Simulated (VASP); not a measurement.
**VASP 6.6.1 run: KCl**

INCAR

```
IBRION = 2
NSW = 40
ENCUT = 600
ISIF = 3
PREC = Accurate
LREAL = .FALSE.
EDIFFG = -5E-3
LWAVE = .FALSE.
BMIX = 0.0001
EDIFF = 1E-7
NELM = 60
LASPH = .TRUE.
MAGMOM = -3 3
ISPIN = 2
LCHARG = .FALSE.
NBANDS = 15
AMIX = 0.2
GGA = PE
ISMEAR = -1
SIGMA = 0.02
```

KPOINTS

```
KPOINTS created by Atomic Simulation Environment
0
Gamma
6 6 6
0 0 0
```

POSCAR

```
K  Cl
 1.0000000000000000
     0.0000000000000000    3.0381580000000001    3.0381580000000001
     3.0381580000000001    0.0000000000000000    3.0381580000000001
     3.0381580000000001    3.0381580000000001    0.0000000000000000
 K   Cl
   1   1
Cartesian
  0.0000000000000000  0.0000000000000000  0.0000000000000000
  3.0381580000000001  3.0381580000000001  3.0381580000000001
```

The recommended PBE PAW datasets give the neutral cell 16 valence electrons.

Command

```
mpirun -np 1 vasp_std
```

OSZICAR

```
N       E                     dE             d eps       ncg     rms          rms(c)
DAV:   1     0.118972330762E+03    0.11897E+03   -0.78843E+03   960   0.109E+03
DAV:   2     0.361302748286E+01   -0.11536E+03   -0.10498E+03  1273   0.262E+02
DAV:   3    -0.298479090793E+01   -0.65978E+01   -0.65607E+01  1282   0.548E+01
DAV:   4    -0.320927377283E+01   -0.22448E+00   -0.22439E+00  1414   0.930E+00
DAV:   5    -0.321113873650E+01   -0.18650E-02   -0.18649E-02  1331   0.916E-01    0.164E+01
DAV:   6    -0.657385196257E+01   -0.33627E+01   -0.47517E-01  1212   0.647E+00    0.534E+00
DAV:   7    -0.671671650649E+01   -0.14286E+00   -0.24944E-01  1226   0.324E+00    0.300E+00
DAV:   8    -0.671403057977E+01    0.26859E-02   -0.78179E-02  1250   0.163E+00    0.217E+00
DAV:   9    -0.672424561719E+01   -0.10215E-01   -0.18999E-02  1165   0.964E-01    0.604E-01
DAV:  10    -0.672442588488E+01   -0.18027E-03   -0.23850E-03  1136   0.374E-01    0.179E-01
...
DAV:   2    -0.681063706781E+01    0.49114E-03   -0.11656E-03  1340   0.225E-01    0.128E-01
DAV:   3    -0.681020091590E+01    0.43615E-03   -0.12095E-03  1584   0.239E-01    0.548E-02
DAV:   4    -0.681020411608E+01   -0.32002E-05   -0.24523E-05  1488   0.287E-02    0.407E-02
DAV:   5    -0.681020924894E+01   -0.51329E-05   -0.52100E-05  1736   0.443E-02    0.217E-02
DAV:   6    -0.681021250603E+01   -0.32571E-05   -0.56171E-06  1462   0.154E-02    0.596E-03
DAV:   7    -0.681021278333E+01   -0.27730E-06   -0.51108E-07  1172   0.578E-03    0.319E-03
DAV:   8    -0.681021298965E+01   -0.20632E-06   -0.26017E-08   480   0.118E-03    0.221E-03
DAV:   9    -0.681021320414E+01   -0.21449E-06   -0.32229E-08   480   0.142E-03    0.607E-04
DAV:  10    -0.681021330332E+01   -0.99184E-07   -0.19604E-08   480   0.892E-04
   5 F= -.68102133E+01 E0= -.68102133E+01  d E =-.853986E-01  mag=    -0.0000
```

| ionic step | ΔE (meV/atom) | volume (Å³) | largest force (eV/Å) | pressure (GPa) | electronic steps |
| --- | --- | --- | --- | --- | --- |
| 1 | 0.0 | 56.09 | 0.000 | 3.51 | 17 |
| 2 | -36.1 | 61.23 | 0.000 | 1.17 | 12 |
| 3 | -42.1 | 66.38 | 0.000 | -0.31 | 12 |
| 4 | -42.7 | 65.20 | 0.000 | -0.03 | 11 |
| 5 | -42.7 | 65.01 | 0.000 | 0.02 | 10 |

It converged. Results: relaxed cell vector lengths 4.513, 4.513, 4.513 Å; relaxed cell volume 65.01 Å³; magnetic moment of the cell 0.00 μB.

 The volume moved far on the plane waves of the start cell, so a restart from CONTCAR is due.

For comparison, a separate PBE relaxation on usual settings, not on those above, ends at 65.09 Å³.

The run above took about 3.7 min on one core of a shared host (Intel Xeon Platinum 8488C) and held 0.26 GiB at most.
